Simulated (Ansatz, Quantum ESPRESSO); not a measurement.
# Band offsets of the BAs/BeS(110) superlattice, 5 + 5 layers, a = 4.748 Å, part 4 of 7

How do the band edges meet in the BAs/BeS(110) superlattice, 5 + 5 layers, a = 4.748 Å?

Quantum ESPRESSO 7.5; plane-wave DFT, LDA, GBRV ultrasoft pseudopotentials; cross-check by Ansatz 0.2.0 with PAW datasets.

So far. Step 3 (Self-consistent run of bulk BAs): The run needed 9 iterations to bring the estimated error under 1e-07 Ry. Step 6 (Macroscopic average of bulk BAs): In a crystal the running mean should be flat; that of average.x keeps a ripple of 0.42 eV. The line-up therefore uses an exact Fourier window on the same potential.

## Step 8: Band structure of bulk BeS

File b.bands.in:

```
&control
  prefix = 'b.bands'
  outdir = './out'
  pseudo_dir = './pseudo'
  calculation = 'bands'
/
&system
  ibrav = 0
  nat = 4
  ntyp = 2
  ecutwfc = 40
  ecutrho = 200
  occupations = 'smearing'
  smearing = 'fd'
  degauss = 0.002
  nbnd = 18
/
&electrons
  conv_thr = 1e-07
  mixing_beta = 0.5
  electron_maxstep = 120
/
ATOMIC_SPECIES
  Be  9.0122  be_lda_v1.4.uspp.F.UPF
  S   32.0600  s_lda_v1.4.uspp.F.UPF
CELL_PARAMETERS angstrom
  4.74800000000000 0.00000000000000 0.00000000000000
  0.00000000000000 3.35734299707373 0.00000000000000
  0.00000000000000 0.00000000000000 3.35734299707373
ATOMIC_POSITIONS crystal
  Be  0.000000000000 0.000000000000 0.000000000000
  S   0.250000000000 0.500000000000 0.000000000000
  Be  0.500000000000 0.500000000000 0.500000000000
  S   0.750000000000 0.000000000000 0.500000000000
K_POINTS crystal_b
6
  0.0000000000 0.0000000000 0.0000000000 20
  1.0000000000 0.0000000000 0.0000000000 1
  0.0000000000 0.0000000000 0.0000000000 20
  0.5000000000 0.0000000000 0.5000000000 1
  0.0000000000 0.0000000000 0.0000000000 20
  0.0000000000 0.5000000000 0.5000000000 1
```

The run is started by

```
$ cp -r out/b.save out/b.bands.save
$ cp out/b.xml out/b.bands.xml
$ OMP_NUM_THREADS=1 mpirun -n 4 pw.x -nk 4 -in b.bands.in > b.bands.out
```

What it wrote:

```text
[banner, memory and clock lines left out]
Program PWSCF v.7.5 starts

          URL

     Atomic positions and unit cell read from directory:
     ./out/b.bands.save/

     Found identity + ( -0.5000 -0.5000 -0.5000) symmetry
     This is a supercell, fractional translations are disabled
     Message from routine setup:
     using ibrav=0 with symmetry is DISCOURAGED, use correct ibrav instead

     G-vector sticks info

     bravais-lattice index     =            0
     lattice parameter (alat)  =       8.9724  a.u.
     unit-cell volume          =     361.1592 (a.u.)^3
     number of atoms/cell      =            4
     number of atomic types    =            2
     number of electrons       =        20.00
     number of Kohn-Sham states=           18
     kinetic-energy cutoff     =      40.0000  Ry
     charge density cutoff     =     200.0000  Ry
     Exchange-correlation=  SLA  PZ   NOGX NOGC
                           (   1   1   0   0   0   0   0)

     celldm(1)=   8.972420  celldm(2)=   0.000000  celldm(3)=   0.000000
     celldm(4)=   0.000000  celldm(5)=   0.000000  celldm(6)=   0.000000

     crystal axes: (cart. coord. in units of alat)
               a(1) = (   1.000000   0.000000   0.000000 )
               a(2) = (   0.000000   0.707107   0.000000 )
               a(3) = (   0.000000   0.000000   0.707107 )

     reciprocal axes: (cart. coord. in units 2 pi/alat)
               b(1) = (  1.000000  0.000000  0.000000 )
               b(2) = (  0.000000  1.414214  0.000000 )
               b(3) = (  0.000000  0.000000  1.414214 )

     PseudoPot. # 1 for Be read from file:
     ./pseudo/be_lda_v1.4.uspp.F.UPF
     Pseudo is Ultrasoft, Zval =  4.0
     Generated by new atomic code, or converted to UPF format
     Using radial grid of  769 points,  6 beta functions with:
                l(1) =   0
                l(2) =   0
                l(3) =   0
                l(4) =   1
                l(5) =   1
                l(6) =   2
     Q(r) pseudized with 10 coefficients,  rinner =    1.000   1.000   1.000
                                                       1.000   1.000

     PseudoPot. # 2 for S  read from file:
     ./pseudo/s_lda_v1.4.uspp.F.UPF
     Pseudo is Ultrasoft + core correction, Zval =  6.0
     Generated by new atomic code, or converted to UPF format
     Using radial grid of  907 points,  6 beta functions with:
                l(1) =   0
                l(2) =   0
                l(3) =   1
                l(4) =   1
                l(5) =   2
                l(6) =   2
     Q(r) pseudized with  8 coefficients,  rinner =    1.300   1.300   1.300
                                                       1.300   1.300

     atomic species   valence    mass     pseudopotential
     Be                4.00     9.01220     Be( 1.00)
     S                 6.00    32.06000     S ( 1.00)

      8 Sym. Ops. (no inversion) found

   Cartesian axes

     site n.     atom                  positions (alat units)
         1        Be     tau(   1) = (   0.0000000   0.0000000   0.0000000  )
         2        S      tau(   2) = (   0.2500000   0.3535534   0.0000000  )
         3        Be     tau(   3) = (   0.5000000   0.3535534   0.3535534  )
         4        S      tau(   4) = (   0.7500000   0.0000000   0.3535534  )

     number of k points=    63  Fermi-Dirac smearing, width (Ry)=  0.0020
                       cart. coord. in units 2pi/alat
        k(    1) = (   0.0000000   0.0000000   0.0000000), wk =   0.0317460
        k(    2) = (   0.0500000   0.0000000   0.0000000), wk =   0.0317460
        k(    3) = (   0.1000000   0.0000000   0.0000000), wk =   0.0317460
        k(    4) = (   0.1500000   0.0000000   0.0000000), wk =   0.0317460
        k(    5) = (   0.2000000   0.0000000   0.0000000), wk =   0.0317460
        k(    6) = (   0.2500000   0.0000000   0.0000000), wk =   0.0317460
        k(    7) = (   0.3000000   0.0000000   0.0000000), wk =   0.0317460
        k(    8) = (   0.3500000   0.0000000   0.0000000), wk =   0.0317460
        k(    9) = (   0.4000000   0.0000000   0.0000000), wk =   0.0317460
        k(   10) = (   0.4500000   0.0000000   0.0000000), wk =   0.0317460
        k(   11) = (   0.5000000   0.0000000   0.0000000), wk =   0.0317460
        k(   12) = (   0.5500000   0.0000000   0.0000000), wk =   0.0317460
        k(   13) = (   0.6000000   0.0000000   0.0000000), wk =   0.0317460
        k(   14) = (   0.6500000   0.0000000   0.0000000), wk =   0.0317460
        k(   15) = (   0.7000000   0.0000000   0.0000000), wk =   0.0317460
        k(   16) = (   0.7500000   0.0000000   0.0000000), wk =   0.0317460
        k(   17) = (   0.8000000   0.0000000   0.0000000), wk =   0.0317460
        k(   18) = (   0.8500000   0.0000000   0.0000000), wk =   0.0317460
        k(   19) = (   0.9000000   0.0000000   0.0000000), wk =   0.0317460
        k(   20) = (   0.9500000   0.0000000   0.0000000), wk =   0.0317460
        k(   21) = (   1.0000000   0.0000000   0.0000000), wk =   0.0317460
        k(   22) = (   0.0000000   0.0000000   0.0000000), wk =   0.0317460
        k(   23) = (   0.0250000   0.0000000   0.0353553), wk =   0.0317460
        k(   24) = (   0.0500000   0.0000000   0.0707107), wk =   0.0317460
        k(   25) = (   0.0750000   0.0000000   0.1060660), wk =   0.0317460
        k(   26) = (   0.1000000   0.0000000   0.1414214), wk =   0.0317460
        k(   27) = (   0.1250000   0.0000000   0.1767767), wk =   0.0317460
        k(   28) = (   0.1500000   0.0000000   0.2121320), wk =   0.0317460
        k(   29) = (   0.1750000   0.0000000   0.2474874), wk =   0.0317460
        k(   30) = (   0.2000000   0.0000000   0.2828427), wk =   0.0317460
        k(   31) = (   0.2250000   0.0000000   0.3181981), wk =   0.0317460
        k(   32) = (   0.2500000   0.0000000   0.3535534), wk =   0.0317460
        k(   33) = (   0.2750000   0.0000000   0.3889087), wk =   0.0317460
        k(   34) = (   0.3000000   0.0000000   0.4242641), wk =   0.0317460
        k(   35) = (   0.3250000   0.0000000   0.4596194), wk =   0.0317460
        k(   36) = (   0.3500000   0.0000000   0.4949747), wk =   0.0317460
        k(   37) = (   0.3750000   0.0000000   0.5303301), wk =   0.0317460
        k(   38) = (   0.4000000   0.0000000   0.5656854), wk =   0.0317460
        k(   39) = (   0.4250000   0.0000000   0.6010408), wk =   0.0317460
        k(   40) = (   0.4500000   0.0000000   0.6363961), wk =   0.0317460
        k(   41) = (   0.4750000   0.0000000   0.6717514), wk =   0.0317460
        k(   42) = (   0.5000000   0.0000000   0.7071068), wk =   0.0317460
        k(   43) = (   0.0000000   0.0000000   0.0000000), wk =   0.0317460
[...]
5.7013   5.7013   9.9671  11.6634  12.2381  12.2381  12.3242  14.4193
    16.8052  16.9872

          k = 0.2000 0.0000 0.2828 (  1545 PWs)   bands (ev):

   -90.9638 -90.9637  -7.5291  -5.8500   1.0449   2.6199   3.4481   3.6839
     5.6109   5.6109  10.1784  11.6690  12.3604  12.3604  12.7888  14.8524
    16.3039  16.4729

          k = 0.2250 0.0000 0.3182 (  1552 PWs)   bands (ev):

   -90.9639 -90.9637  -7.4091  -5.8985   0.9486   2.7452   2.9898   3.8038
     5.5208   5.5208  10.3891  11.6732  12.4632  12.4632  13.2897  15.2694
    15.8067  15.9643

          k = 0.2500 0.0000 0.3536 (  1546 PWs)   bands (ev):

   -90.9639 -90.9637  -7.2796  -5.9460   0.8159   2.5408   2.9327   3.9326
     5.4333   5.4333  10.6010  11.6763  12.5405  12.5405  13.7941  15.3217
    15.4932  15.6601

          k = 0.2750 0.0000 0.3889 (  1549 PWs)   bands (ev):

   -90.9639 -90.9638  -7.1427  -5.9913   0.6665   2.1068   3.1619   4.0679
     5.3501   5.3501  10.8145  11.6782  12.5900  12.5900  14.1768  14.8555
    15.1811  16.0159

          k = 0.3000 0.0000 0.4243 (  1548 PWs)   bands (ev):

   -90.9639 -90.9637  -7.0007  -6.0336   0.5142   1.6935   3.4166   4.2070
     5.2727   5.2727  11.0288  11.6790  12.6131  12.6131  14.1014  14.4144
    15.3585  16.3296

          k = 0.3250 0.0000 0.4596 (  1541 PWs)   bands (ev):

   -90.9638 -90.9637  -6.8570  -6.0722   0.3683   1.3062   3.6842   4.3466
     5.2023   5.2023  11.2408  11.6788  12.6143  12.6143  13.7357  14.0039
    15.8469  16.5964

          k = 0.3500 0.0000 0.4950 (  1541 PWs)   bands (ev):

   -90.9638 -90.9637  -6.7154  -6.1064   0.2344   0.9506   3.9536   4.4828
     5.1398   5.1398  11.4446  11.6779  12.5996  12.5996  13.3370  13.6300
    16.3685  16.8146

          k = 0.3750 0.0000 0.5303 (  1542 PWs)   bands (ev):

   -90.9638 -90.9637  -6.5805  -6.1360   0.1164   0.6327   4.2142   4.6112
     5.0859   5.0859  11.6286  11.6764  12.5755  12.5755  12.9697  13.2985
    16.8247  16.9856

          k = 0.4000 0.0000 0.5657 (  1540 PWs)   bands (ev):

   -90.9638 -90.9637  -6.4577  -6.1604   0.0170   0.3589   4.4543   4.7266
     5.0411   5.0411  11.6748  11.7700  12.5478  12.5478  12.6711  13.0155
    17.1140  17.1429

          k = 0.4250 0.0000 0.6010 (  1544 PWs)   bands (ev):

   -90.9639 -90.9637  -6.3531  -6.1796  -0.0620   0.1361   4.6614   4.8239
     5.0060   5.0060  11.6731  11.8254  12.4904  12.5214  12.5214  12.7871
    17.2053  17.2955

          k = 0.4500 0.0000 0.6364 (  1549 PWs)   bands (ev):

   -90.9639 -90.9638  -6.2727  -6.1935  -0.1192  -0.0292   4.8223   4.8980
     4.9806   4.9806  11.6718  11.7769  12.4480  12.5000  12.5000  12.6190
    17.2657  17.3305

          k = 0.4750 0.0000 0.6718 (  1556 PWs)   bands (ev):

   -90.9639 -90.9639  -6.2219  -6.2018  -0.1538  -0.1310   4.9249   4.9444
     4.9653   4.9654  11.6709  11.7020  12.4682  12.4861  12.4861  12.5160
    17.2999  17.3197

          k = 0.5000 0.0000 0.7071 (  1556 PWs)   bands (ev):

   -90.9640 -90.9639  -6.2046  -6.2045  -0.1654  -0.1654   4.9602   4.9602
     4.9602   4.9603  11.6705  11.6706  12.4813  12.4813  12.4813  12.4813
    17.3110  17.3110

          k = 0.0000 0.0000 0.0000 (  1523 PWs)   bands (ev):

   -90.9639 -90.9633  -8.0109  -5.5978   0.7293   3.1965   3.1965   6.0974
     6.0974   6.0974   8.8502  10.8246  11.5827  11.5827  11.5827  12.3057
    18.8214  18.8214

          k = 0.0000 0.0354 0.0354 (  1517 PWs)   bands (ev):

   -90.9638 -90.9633  -8.0004  -5.5961   0.7397   3.1715   3.1721   6.0492
     6.0649   6.0649   8.9113  10.8718  11.5484  11.6303  11.6303  12.3804
    18.6887  18.8351

          k = 0.0000 0.0707 0.0707 (  1513 PWs)   bands (ev):

   -90.9637 -90.9633  -7.9691  -5.5911   0.7708   3.1009   3.1010   5.9097
     5.9711   5.9711   9.0899  11.0112  11.4665  11.7695  11.7695  12.5763
    18.3315  18.8890

          k = 0.0000 0.1061 0.1061 (  1529 PWs)   bands (ev):

   -90.9637 -90.9635  -7.9171  -5.5833   0.8225   2.9890   2.9961   5.6927
     5.8258   5.8258   9.3742  11.2363  11.3626  11.9901  11.9901  12.8469
    17.8436  18.5361

          k = 0.0000 0.1414 0.1414 (  1533 PWs)   bands (ev):

   -90.9637 -90.9636  -7.8449  -5.5734   0.8942   2.8440   2.8718   5.4153
     5.6416   5.6416   9.7482  11.2453  11.5382  12.2794  12.2794  13.1492
    17.3220  18.0250

          k = 0.0000 0.1768 0.1768 (  1547 PWs)   bands (ev):

   -90.9638 -90.9637  -7.7531  -5.5623   0.9854   2.6750   2.7425   5.0943
     5.4312   5.4312  10.1949  11.1166  11.9061  12.6242  12.6242  13.4272
    16.8578  17.3989

          k = 0.0000 0.2121 0.2121 (  1541 PWs)   bands (ev):

   -90.9638 -90.9637  -7.6424  -5.5511   1.0952   2.4907   2.6207   4.7434
     5.2058   5.2058  10.6968  10.9769  12.3283  13.0131  13.0131  13.5958
    16.5543  16.7139

          k = 0.0000 0.2475 0.2475 (  1549 PWs)   bands (ev):

   -90.9639 -90.9637  -7.5140  -5.5410   1.2220   2.2990   2.5163   4.3738
     4.9743   4.9743  10.8268  11.2333  12.7908  13.4367  13.4367  13.5643
    16.0177  16.5113

          k = 0.0000 0.2828 0.2828 (  1545 PWs)   bands (ev):

   -90.9639 -90.9636  -7.3691  -5.5329   1.3634   2.1078   2.4368   3.9936
     4.7438   4.7438  10.6666  11.7718  13.2728  13.3298  13.8874  13.8874
    15.3583  15.9717

          k = 0.0000 0.3182 0.3182 (  1537 PWs)   bands (ev):

   -90.9638 -90.9636  -7.2093  -5.5277   1.5117   1.9282   2.3872   3.6095
     4.5197   4.5197  10.4965  12.2373  12.9794  13.7223  14.3594  14.3594
    14.8179  15.4664

          k = 0.0000 0.3536 0.3536 (  1541 PWs)   bands (ev):

   -90.9638 -90.9636  -7.0369  -5.5259   1.6099   1.8192   2.3703   3.2269
     4.3061   4.3061  10.3163  12.4470  12.5954  13.9521  14.5829  14.8481
    14.8481  15.2176

          k = 0.0000 0.3889 0.3889 (  1537 PWs)   bands (ev):

   -90.9638 -90.9636  -6.8545  -5.5277   1.5117   1.9282   2.3872   2.8504
     4.1063   4.1063  10.1261  12.2255  12.2373  13.7223  14.8179  15.3494
    15.3494  15.4664

          k = 0.0000 0.4243 0.4243 (  1541 PWs)   bands (ev):

   -90.9639 -90.9636  -6.6655  -5.5329   1.3634   2.1078   2.4368   2.4850
     3.9227   3.9227   9.9277  11.7718  11.8940  13.2728  15.3583  15.8600
    15.8600  15.9717

          k = 0.0000 0.4596 0.4596 (  1533 PWs)   bands (ev):

   -90.9637 -90.9636  -6.4738  -5.5410   1.2220   2.1356   2.2990   2.5163
     3.7572   3.7572   9.7254  11.2333  11.6116  12.7908  16.0177  16.3762
    16.3762  16.5433

          k = 0.0000 0.4950 0.4950 (  1533 PWs)   bands (ev):

   -90.9637 -90.9637  -6.2846  -5.5511   1.0952   1.8081   2.4907   2.6207
     3.6113   3.6113   9.5260  10.6968  11.3801  12.3283  16.7139  16.8933
    16.8933  17.1232

          k = 0.0000 0.5303 0.5303 (  1547 PWs)   bands (ev):

   -90.9639 -90.9638  -6.1041  -5.5623   0.9854   1.5092   2.6750   2.7425
     3.4861   3.4861   9.3388  10.1949  11.1964  11.9061  17.3989  17.4048
    17.4048  17.6798

          k = 0.0000 0.5657 0.5657 (  1537 PWs)   bands (ev):

   -90.9638 -90.9637  -5.9394  -5.5734   0.8942   1.2468   2.8440   2.8718
     3.3827   3.3827   9.1727   9.7482  11.0553  11.5382  17.9004  17.9004
    18.0250  18.1830

          k = 0.0000 0.6010 0.6010 (  1533 PWs)   bands (ev):

   -90.9638 -90.9637  -5.7986  -5.5833   0.8225   1.0295   2.9890   2.9961
     3.3016   3.3016   9.0358   9.3742  10.9512  11.2363  18.3619  18.3619
    18.5361  18.6002

          k = 0.0000 0.6364 0.6364 (  1533 PWs)   bands (ev):

   -90.9638 -90.9637  -5.6901  -5.5911   0.7708   0.8659   3.1009   3.1010
     3.2433   3.2433   8.9340   9.0899  10.8799  11.0112  18.7582  18.7582
    18.8890  18.9042

          k = 0.0000 0.6718 0.6718 (  1541 PWs)   bands (ev):

   -90.9639 -90.9637  -5.6213  -5.5961   0.7397   0.7639   3.1715   3.1721
     3.2082   3.2082   8.8713   8.9113  10.8383  10.8718  19.0388  19.0388
    19.0826  19.0840

          k = 0.0000 0.7071 0.7071 (  1548 PWs)   bands (ev):

   -90.9639 -90.9638  -5.5978  -5.5978   0.7293   0.7293   3.1964   3.1965
     3.1965   3.1965   8.8502   8.8502  10.8246  10.8246  19.1427  19.1427
    19.1427  19.1427

     XML data file, pseudopotentials, collected wavefunctions

                                        0.00s GPU  (     813 calls)
```

It took 6.5 s on 4 MPI ranks of Arm Neoverse V2, shared host; peak memory 0.21 GiB.

Numbers from this step:

| Property | Result |
| --- | --- |
| valence top, on the run's zero | 6.097 eV |
| conduction bottom, on the run's zero | 8.850 eV |
| gap by band count | 2.753 eV |

Band numbers count within the set of bands kept for display; the cell holds two formula units, so the X point along 001 folds onto the zone centre. Electronic bands along the path, in eV, zero at the Fermi level, which the smearing puts inside the gap; v1 is the highest filled band, c1 the lowest empty one:

| point | v4 | v3 | v2 | v1 | c1 | c2 | c3 | c4 |
| --- | --- | --- | --- | --- | --- | --- | --- | --- |
| L | -3.26 | -3.26 | -3.26 | -3.26 | 3.45 | 3.45 | 4.26 | 4.26 |
| halfway | -5.29 | -4.29 | -2.79 | -2.79 | 2.38 | 3.45 | 4.32 | 4.32 |
| Γ | -5.03 | -2.13 | -2.13 | -2.13 | 0.63 | 2.60 | 3.36 | 3.36 |
| halfway | -5.85 | -5.00 | -3.92 | -3.92 | 2.09 | 4.22 | 4.37 | 5.73 |
| X | -5.03 | -5.03 | -5.03 | -5.03 | 0.63 | 0.63 | 2.60 | 2.60 |

## Step 9: Electrostatic potential of bulk BeS

File b.pot.in:

```
&inputpp
  prefix = 'b'
  outdir = './out'
  filplot = 'b.pot.dat'
  plot_num = 11
/
```

The run is started by

```
$ OMP_NUM_THREADS=1 mpirun -n 4 pp.x -in b.pot.in > b.pot.out
```

Run time: 0.99 s. Hardware: 4 MPI ranks; peak memory 0.09 GiB; 3 s of CPU time.

## Step 10: Macroscopic average of bulk BeS

File b.avg.in:

```
1
b.pot.dat
1.0
40
3
6.3444587709
```

The run is started by

```
$ OMP_NUM_THREADS=1 average.x < b.avg.in > b.avg.out
```

Wall time 0.55 s (1 MPI rank); peak memory 0.09 GiB.

Numbers from this step:

- average.x's running mean over the crystal, on the run's own zero: 2.030 eV
- mean potential by an exact Fourier window over the crystal, on the run's own zero: 2.030 eV

In a crystal the running mean should be flat; that of average.x keeps a ripple of 0.22 eV. The line-up therefore uses an exact Fourier window on the same potential.

(Continued in part 5 of 7.)

[Logs are printed without paths, hosts, clocks, repeated set-up lines and the standing remarks that a program may print on its own settings, such as how far it seeks lower states.]

[Hosts, paths, dates, database ids (printed as entryN), source tags and the programs' standing remarks are cut or masked in the printed files.]

[Maps of the electrostatic potential energy from Ansatz leave out the sawtooth potential of an applied field or a dipole correction, so their vacuum need not be flat; planar profiles and work functions include it.]
